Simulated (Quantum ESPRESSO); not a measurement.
# HfN (Pm-3m) in Quantum ESPRESSO: a series of runs

One crystal, HfN, is run at these levels: PBE; tasks: phonons.

Program: Quantum ESPRESSO 7.5. These are calculated values, not measurements. Logs are shortened: lines on timing, memory, paths and dates and some standing lists are left out, and cuts for length are marked.

**1. The structure**

It takes space group Pm-3m (No. 221, cubic). The conventional cell has a = 2.825 Å, b = 2.825 Å, c = 2.825 Å, α = 90.00°, β = 90.00°, γ = 90.00°. Hf (site symmetry m-3m) is surrounded by 8 N at 2.45 Å. N (site symmetry m-3m) has 8 Hf at 2.45 Å as nearest neighbours.

The cell was built by a generator and needn't be a form met in nature.

**2. Phonons, PBE**

Contents of pw.in:

```
&CONTROL
  calculation = 'scf'
  prefix = 'pwscf'
  outdir = './tmp'
  pseudo_dir = './pseudo'
  tprnfor = .true.
  tstress = .true.
  disk_io = 'low'
/
&SYSTEM
  ibrav = 0
  nat = 2
  ntyp = 2
  ecutwfc = 84
  nbnd = 15
  occupations = 'smearing'
  smearing = 'mv'
  degauss = 0.01469973
/
&ELECTRONS
  conv_thr = 4d-10
  electron_maxstep = 120
  mixing_beta = 0.5
/
ATOMIC_SPECIES
Hf   178.4900 Hf.upf
N     14.0070 N.upf
CELL_PARAMETERS angstrom
   2.8250300000    0.0000000000    0.0000000000
   0.0000000000    2.8250300000    0.0000000000
   0.0000000000    0.0000000000    2.8250300000
ATOMIC_POSITIONS crystal
Hf     0.5000000000    0.5000000000    0.5000000000
N      0.0000000000    0.0000000000    0.0000000000
K_POINTS automatic
9 9 9 0 0 0
```

Contents of scf2.in:

```
&CONTROL
  calculation = 'scf'
  prefix = 'pwscf'
  outdir = './tmp'
  pseudo_dir = './pseudo'
  tprnfor = .true.
  tstress = .true.
  disk_io = 'low'
/
&SYSTEM
  ibrav = 0
  nat = 2
  ntyp = 2
  ecutwfc = 84
  nbnd = 15
  occupations = 'smearing'
  smearing = 'mv'
  degauss = 0.01469973
/
&ELECTRONS
  conv_thr = 1d-13
  electron_maxstep = 120
  mixing_beta = 0.5
  startingpot = 'file'
  startingwfc = 'file'
/
ATOMIC_SPECIES
Hf   178.4900 Hf.upf
N     14.0070 N.upf
CELL_PARAMETERS angstrom
   2.8250300000    0.0000000000    0.0000000000
   0.0000000000    2.8250300000    0.0000000000
   0.0000000000    0.0000000000    2.8250300000
ATOMIC_POSITIONS crystal
Hf     0.5000000000    0.5000000000    0.5000000000
N      0.0000000000    0.0000000000    0.0000000000
K_POINTS automatic
9 9 9 0 0 0
```

Contents of ph.in:

```
phonons of HfN
&INPUTPH
  prefix = 'pwscf'
  outdir = './tmp'
  tr2_ph = 1d-18
  fildyn = 'dyn'
  niter_ph = 90
  alpha_mix(1) = 0.4
/
0.0000000000 0.0000000000 0.0000000000
```

Contents of dynmat.in:

```
&INPUT
  fildyn = 'dyn'
  asr = 'crystal'
  filout = 'dynmat.disp'
  fileig = 'dynmat.eig'
/
```

Potentials or basis: PseudoDojo 0.4.1 SR PBE standard.

Launch:

```sh
$ OMP_NUM_THREADS=1 pw.x -in pw.in > pw.out
$ OMP_NUM_THREADS=1 pw.x -in scf2.in > scf2.out
$ OMP_NUM_THREADS=1 ph.x -in ph.in > ph.out
$ OMP_NUM_THREADS=1 dynmat.x -in dynmat.in > dynmat.out
```

pw.out:

```text
This program is part of the open-source Quantum ESPRESSO suite
     for quantum simulation of materials; please cite
[... 9 lines left out ...]
     --------------------
     sticks:   dense  smooth     PW     G-vecs:    dense   smooth      PW
     Sum         761     761    233                15791    15791    2601

     Using Slab Decomposition

     bravais-lattice index     =            0
     lattice parameter (alat)  =       5.3385  a.u.
     unit-cell volume          =     152.1478 (a.u.)^3
     number of atoms/cell      =            2
     number of atomic types    =            2
     number of electrons       =        17.00
     number of Kohn-Sham states=           15
     kinetic-energy cutoff     =      84.0000  Ry
     charge density cutoff     =     336.0000  Ry
     scf convergence threshold =      4.0E-10
     mixing beta               =       0.5000
     number of iterations used =            8  plain     mixing
     Exchange-correlation= PBE
                           (   1   4   3   4   0   0   0)

     celldm(1)=   5.338533  celldm(2)=   0.000000  celldm(3)=   0.000000
     celldm(4)=   0.000000  celldm(5)=   0.000000  celldm(6)=   0.000000

     crystal axes: (cart. coord. in units of alat)
               a(1) = (   1.000000   0.000000   0.000000 )
               a(2) = (   0.000000   1.000000   0.000000 )
               a(3) = (   0.000000   0.000000   1.000000 )

     reciprocal axes: (cart. coord. in units 2 pi/alat)
               b(1) = (  1.000000  0.000000  0.000000 )
               b(2) = (  0.000000  1.000000  0.000000 )
               b(3) = (  0.000000  0.000000  1.000000 )

     PseudoPot. # 1 for Hf read from file:
     Hf.upf
     Pseudo is Norm-conserving + core correction, Zval = 12.0
     Generated using ONCVPSP code by D. R. Hamann
     Using radial grid of 1656 points,  8 beta functions with:
                l(1) =   0
                l(2) =   0
                l(3) =   1
                l(4) =   1
                l(5) =   2
                l(6) =   2
                l(7) =   3
                l(8) =   3

     PseudoPot. # 2 for N  read from file:
     N.upf
     Pseudo is Norm-conserving + core correction, Zval =  5.0
     Generated using ONCVPSP code by D. R. Hamann
     Using radial grid of 1058 points,  4 beta functions with:
                l(1) =   0
                l(2) =   0
                l(3) =   1
                l(4) =   1

     atomic species   valence    mass     pseudopotential
     Hf               12.00   178.49000     Hf( 1.00)
     N                 5.00    14.00700     N ( 1.00)

     48 Sym. Ops., with inversion, found

   Cartesian axes

     site n.     atom                  positions (alat units)
         1        Hf     tau(   1) = (   0.5000000   0.5000000   0.5000000  )
         2        N      tau(   2) = (   0.0000000   0.0000000   0.0000000  )

     number of k points=    35  Marzari-Vanderbilt smearing, width (Ry)=  0.0147
                       cart. coord. in units 2pi/alat
        k(    1) = (   0.0000000   0.0000000   0.0000000), wk =   0.0027435
        k(    2) = (   0.0000000   0.0000000   0.1111111), wk =   0.0164609
        k(    3) = (   0.0000000   0.0000000   0.2222222), wk =   0.0164609
        k(    4) = (   0.0000000   0.0000000   0.3333333), wk =   0.0164609
        k(    5) = (   0.0000000   0.0000000   0.4444444), wk =   0.0164609
        k(    6) = (   0.0000000   0.1111111   0.1111111), wk =   0.0329218
[... 27 lines left out ...]
        k(   34) = (   0.3333333   0.4444444   0.4444444), wk =   0.0658436
        k(   35) = (   0.4444444   0.4444444   0.4444444), wk =   0.0219479

     Dense  grid:    15791 G-vectors     FFT dimensions: (  32,  32,  32)

     Initial potential from superposition of free atoms

     starting charge      16.9981, renormalised to      17.0000
     Starting wfcs are   14 randomized atomic wfcs +    1 random wfcs

     Self-consistent Calculation

     iteration #  1     ecut=    84.00 Ry     beta= 0.50
     Davidson diagonalization with overlap
     ethr =  1.00E-02,  avg # of iterations =  5.1

     total energy              =    -133.49968976 Ry
     estimated scf accuracy    <       0.45445574 Ry

     iteration #  2     ecut=    84.00 Ry     beta= 0.50
     Davidson diagonalization with overlap
     ethr =  2.67E-03,  avg # of iterations =  2.0

     total energy              =    -133.60242436 Ry
     estimated scf accuracy    <       0.38446501 Ry

     iteration #  3     ecut=    84.00 Ry     beta= 0.50
     Davidson diagonalization with overlap
     ethr =  2.26E-03,  avg # of iterations =  1.3

     total energy              =    -133.67755235 Ry
     estimated scf accuracy    <       0.00741947 Ry

     iteration #  4     ecut=    84.00 Ry     beta= 0.50
     Davidson diagonalization with overlap
     ethr =  4.36E-05,  avg # of iterations =  2.4

     total energy              =    -133.67902968 Ry
     estimated scf accuracy    <       0.00028298 Ry

     iteration #  5     ecut=    84.00 Ry     beta= 0.50
     Davidson diagonalization with overlap
     ethr =  1.66E-06,  avg # of iterations =  4.0

     total energy              =    -133.67904357 Ry
     estimated scf accuracy    <       0.00012779 Ry

     iteration #  6     ecut=    84.00 Ry     beta= 0.50
     Davidson diagonalization with overlap
     ethr =  7.52E-07,  avg # of iterations =  1.3

     total energy              =    -133.67906935 Ry
     estimated scf accuracy    <       0.00000685 Ry

     iteration #  7     ecut=    84.00 Ry     beta= 0.50
     Davidson diagonalization with overlap
     ethr =  4.03E-08,  avg # of iterations =  1.5

     total energy              =    -133.67906854 Ry
     estimated scf accuracy    <       0.00000266 Ry

     iteration #  8     ecut=    84.00 Ry     beta= 0.50
     Davidson diagonalization with overlap
     ethr =  1.57E-08,  avg # of iterations =  2.0

     total energy              =    -133.67906885 Ry
     estimated scf accuracy    <       0.00000008 Ry

     iteration #  9     ecut=    84.00 Ry     beta= 0.50
     Davidson diagonalization with overlap
     ethr =  4.65E-10,  avg # of iterations =  2.0

     total energy              =    -133.67906886 Ry
     estimated scf accuracy    <       0.00000002 Ry

     iteration # 10     ecut=    84.00 Ry     beta= 0.50
     Davidson diagonalization with overlap
     ethr =  9.06E-11,  avg # of iterations =  1.7

     End of self-consistent calculation

          k = 0.0000 0.0000 0.0000 (  1935 PWs)   bands (ev):

   -43.9971 -12.1427 -12.1427 -12.1427   1.9179  15.6207  15.6207  16.9453
    16.9453  16.9453  21.3294  24.3944  24.3944  24.3944  36.5745

          k = 0.0000 0.0000 0.1111 (  1975 PWs)   bands (ev):

   -43.9867 -12.3142 -12.1278 -12.1278   2.1521  14.9114  15.7411  16.7508
    16.7508  17.3785  22.1236  24.4420  24.4420  24.4605  34.6075

          k = 0.0000 0.0000 0.2222 (  1972 PWs)   bands (ev):

   -43.9604 -12.7274 -12.0897 -12.0897   2.7738  13.2457  16.0668  16.2729
    16.2729  19.0372  23.6116  24.6104  24.6104  24.6328  31.9964

          k = 0.0000 0.0000 0.3333 (  1972 PWs)   bands (ev):

   -43.9303 -13.1660 -12.0459 -12.0459   3.5780  11.5713  15.7547  15.7547
    16.4823  21.4651  24.8385  24.8804  24.8804  25.1104  29.9653

          k = 0.0000 0.0000 0.4444 (  1976 PWs)   bands (ev):

   -43.9106 -13.4370 -12.0171 -12.0171   4.2188  10.4643  15.4302  15.4302
    16.7875  23.4150  24.9791  25.1040  25.1040  26.8479  28.8379

          k = 0.0000 0.1111 0.1111 (  1967 PWs)   bands (ev):

   -43.9764 -12.3155 -12.2787 -12.1131   2.3662  14.8857  15.1296  16.6214
    16.6468  18.0674  22.3619  23.8999  24.6950  24.9921  34.5242

          k = 0.0000 0.1111 0.2222 (  1982 PWs)   bands (ev):

   -43.9502 -12.7073 -12.2520 -12.0756   2.9284  13.3171  15.2501  16.2759
    16.9152  19.4061  22.8864  23.6289  25.2803  25.3652  32.5771

          k = 0.0000 0.1111 0.3333 (  1982 PWs)   bands (ev):

   -43.9202 -13.1406 -12.2030 -12.0325   3.6380  11.7706  15.2642  15.8636
    17.0078  21.5989  23.5172  23.7619  25.2149  26.1991  30.7242

          k = 0.0000 0.1111 0.4444 (  1978 PWs)   bands (ev):

   -43.9005 -13.4087 -12.1706 -12.0041   4.1815  10.7847  15.1610  15.5895
    17.1113  23.3313  24.0684  24.1785  24.8538  27.6363  29.6884

          k = 0.0000 0.2222 0.2222 (  1971 PWs)   bands (ev):

   -43.9242 -12.6901 -12.6104 -12.0396   3.3171  13.0504  14.6049  16.2491
    17.6050  20.3640  22.2701  22.8210  25.2659  26.2026  33.1616

          k = 0.0000 0.2222 0.3333 (  1978 PWs)   bands (ev):

   -43.8945 -13.0758 -12.5840 -11.9983   3.7658  12.2157  14.5982  16.1503
    17.7797  22.0674  22.3241  22.5602  24.6626  26.8027  32.3379

          k = 0.0000 0.2222 0.4444 (  1976 PWs)   bands (ev):

   -43.8750 -13.3361 -12.5440 -11.9711   4.0712  11.6248  14.6387  16.0444
    17.7043  22.5943  22.8540  23.4158  23.8559  28.3768  31.2535

          k = 0.0000 0.3333 0.3333 (  2003 PWs)   bands (ev):

   -43.8652 -13.0250 -12.9677 -11.9590   3.8721  12.5823  14.2488  16.4881
    17.9203  21.7156  21.7978  23.3488  23.6128  27.1611  33.4396

          k = 0.0000 0.3333 0.4444 (  1980 PWs)   bands (ev):

   -43.8459 -13.2517 -12.9448 -11.9332   3.9203  12.7169  14.2301  16.7026
    17.6288  21.4557  21.7414  22.5795  24.5895  28.7239  32.0448
[... 58 lines left out ...]
   -43.8885 -12.6471 -12.5454 -12.5454   3.6882  14.1014  14.1014  14.2025
    19.5245  19.5245  22.9263  24.0969  24.0969  25.3815  35.6786

          k = 0.2222 0.2222 0.3333 (  1974 PWs)   bands (ev):

   -43.8592 -12.9925 -12.5459 -12.4915   3.9908  12.9588  13.6413  15.1133
    19.3151  20.9047  22.0025  23.9976  24.7879  26.1920  34.9007

          k = 0.2222 0.2222 0.4444 (  1977 PWs)   bands (ev):

   -43.8400 -13.2438 -12.5075 -12.4560   4.1940  12.2871  13.3308  15.8294
    19.2852  20.9026  21.4199  24.8403  25.1812  28.2198  31.6263

          k = 0.2222 0.3333 0.3333 (  1982 PWs)   bands (ev):

   -43.8302 -12.9455 -12.8939 -12.4637   4.1658  12.8182  13.2429  14.8601
    19.7761  21.4823  21.7221  24.5219  24.5969  26.8302  34.6075

          k = 0.2222 0.3333 0.4444 (  1980 PWs)   bands (ev):

   -43.8113 -13.1668 -12.8726 -12.4292   4.2764  12.5560  12.8572  15.0806
    19.5642  21.5408  21.9069  24.8024  25.3279  28.4839  31.6399

          k = 0.2222 0.4444 0.4444 (  1984 PWs)   bands (ev):

   -43.7925 -13.1191 -13.1115 -12.3963   4.3189  12.6011  12.7487  14.4690
    19.3463  22.2914  22.7111  24.0547  26.5773  29.2387  31.3972

          k = 0.3333 0.3333 0.3333 (  1944 PWs)   bands (ev):

   -43.8016 -12.8961 -12.8326 -12.8326   4.4226  12.5259  12.5259  14.1437
    21.3331  21.8920  21.8920  25.1591  25.1591  26.7439  34.0180

          k = 0.3333 0.3333 0.4444 (  1971 PWs)   bands (ev):

   -43.7829 -13.0962 -12.8294 -12.7920   4.6009  12.0950  12.1999  13.7736
    21.7282  22.0551  22.7966  25.4969  25.6875  28.1279  31.2018

          k = 0.3333 0.4444 0.4444 (  1974 PWs)   bands (ev):

   -43.7643 -13.0524 -13.0456 -12.7703   4.8332  11.8200  11.9003  12.8365
    22.1836  23.5480  23.9600  25.2904  26.5258  28.4503  30.4271

          k = 0.4444 0.4444 0.4444 (  1944 PWs)   bands (ev):

   -43.7458 -13.0106 -13.0020 -13.0020   5.2491  11.4092  11.4092  11.7736
    24.6017  25.1688  25.1688  26.1070  26.1070  27.7948  29.7238

     the Fermi energy is    18.0412 ev

!    total energy              =    -133.67906886 Ry
     estimated scf accuracy    <          3.4E-10 Ry
     smearing contrib. (-TS)   =      -0.00028934 Ry
     internal energy E=F+TS    =    -133.67877953 Ry

     The total energy is F=E-TS. E is the sum of the following terms:
     one-electron contribution =      -3.37420510 Ry
     hartree contribution      =      12.32403089 Ry
     xc contribution           =     -34.78332439 Ry
     ewald contribution        =    -107.84528092 Ry

     convergence has been achieved in  10 iterations

     Forces acting on atoms (cartesian axes, Ry/au):

     atom    1 type  1   force =     0.00000000    0.00000000    0.00000000
     atom    2 type  2   force =     0.00000000    0.00000000    0.00000000

     Total force =     0.000000     Total SCF correction =     0.000000

     Computing stress (Cartesian axis) and pressure

          total   stress  (Ry/bohr**3)                   (kbar)     P=       -4.62
  -0.00003139   0.00000000   0.00000000           -4.62        0.00        0.00
   0.00000000  -0.00003139   0.00000000            0.00       -4.62        0.00
   0.00000000   0.00000000  -0.00003139            0.00        0.00       -4.62

=------------------------------------------------------------------------------=
   JOB DONE.
=------------------------------------------------------------------------------=
```

It took 2.4 min on 1 thread of Arm Neoverse V1, shared host; peak memory 0.06 GiB.

What came out:

- Free energy: -1818.7964 eV
- Pressure after relaxing: -0.5 GPa
- Band gap on the k mesh: none (metal or under the smearing width)
- Highest phonon frequency at Γ: 241 cm⁻¹

Phonon frequencies in cm⁻¹ (negative: imaginary):
```
              q point        frequencies
(0.000, 0.000, 0.000)  1 1 1 241 241 241
```

Optical modes at Γ, degenerate ones joined:
```csv
cm⁻¹,components,symmetry,active in
241,3,T1u,IR
```

Caveat: the mesh is thin for the phonons of a metal. Spin-orbit coupling is left out, which matters for the levels of Hf.

(Continued in part 2 of 2.)
